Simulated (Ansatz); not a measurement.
Density of states of a SiNi cell (a crystal with Ni and Si atoms exchanged, relaxed), per eV and atom, broadened by Gaussian smearing of width 0.1 eV and averaged over bins of 0.4 eV, from 8 eV under the Fermi level at most up to where the solved bands end.

Level of theory: DFT PBEsol, scalar-relativistic, plane waves, PAW (Ansatz).

Plane waves to 420 eV, a k mesh through Γ of 8×5×6 on the computed 16-atom cell and Gaussian smearing (0.10 eV); no spin polarisation.

```
CELL_PARAMETERS angstrom
-5.24366 -0.29250 0.01163
-2.78908 -3.77847 5.12685
-2.47275 3.16820 4.90676
ATOMIC_POSITIONS crystal
Si 0.77381 0.66444 0.16913
Si 0.84162 0.15907 0.69559
Ni 0.28212 0.69695 0.19349
Si 0.32503 0.19728 0.68741
Si 0.97686 0.08541 0.07846
Si 0.90904 0.59079 0.55200
Ni 0.46853 0.05289 0.05410
Si 0.42565 0.55258 0.56017
Ni 0.07114 0.44480 0.91465
Ni 0.08872 0.92667 0.46239
Ni 0.59137 0.42221 0.91031
Si 0.53735 0.97896 0.41336
Si 0.21332 0.77089 0.83423
Ni 0.15928 0.32764 0.33728
Ni 0.66196 0.82319 0.78518
Ni 0.67952 0.30506 0.33294
```

```csv
E − E_F (eV),total,Ni 3d,Si 3p,Si 3s,Ni 4s
-7.85,0.178,0.024,0.071,0.064,0.017
-7.45,0.196,0.029,0.083,0.061,0.021
-7.05,0.215,0.033,0.114,0.039,0.027
-6.65,0.271,0.048,0.149,0.037,0.034
-6.25,0.321,0.067,0.177,0.038,0.035
-5.85,0.355,0.090,0.187,0.038,0.033
-5.45,0.361,0.115,0.174,0.036,0.029
-5.05,0.466,0.184,0.204,0.036,0.033
-4.65,0.639,0.310,0.245,0.036,0.035
-4.25,0.710,0.417,0.220,0.026,0.032
-3.85,0.894,0.618,0.189,0.024,0.039
-3.45,1.257,1.014,0.153,0.019,0.034
-3.05,1.447,1.235,0.130,0.016,0.023
-2.65,1.338,1.164,0.105,0.015,0.018
-2.25,1.594,1.422,0.100,0.019,0.018
-1.85,1.770,1.602,0.093,0.023,0.018
-1.45,1.331,1.180,0.085,0.023,0.017
-1.05,0.866,0.695,0.103,0.026,0.018
-0.65,0.685,0.500,0.120,0.029,0.015
-0.25,0.494,0.304,0.122,0.032,0.016
0.15,0.369,0.188,0.108,0.038,0.017
0.55,0.345,0.146,0.108,0.049,0.020
0.95,0.373,0.132,0.128,0.058,0.028
1.35,0.361,0.107,0.131,0.060,0.030
```

The columns after the total are the largest Löwdin projections on the valence shells of the potentials, so they needn't add up, and the weight of a shell that a potential lacks goes to other orbitals. The cell has no gap on the mesh.

This form isn't the usual stable structure of the compound.

Cost: 2 runs of about 7.3 core-minutes in all (earlier runs that led there not counted), on Intel Xeon Platinum 8488C (Sapphire Rapids) (shared hosts).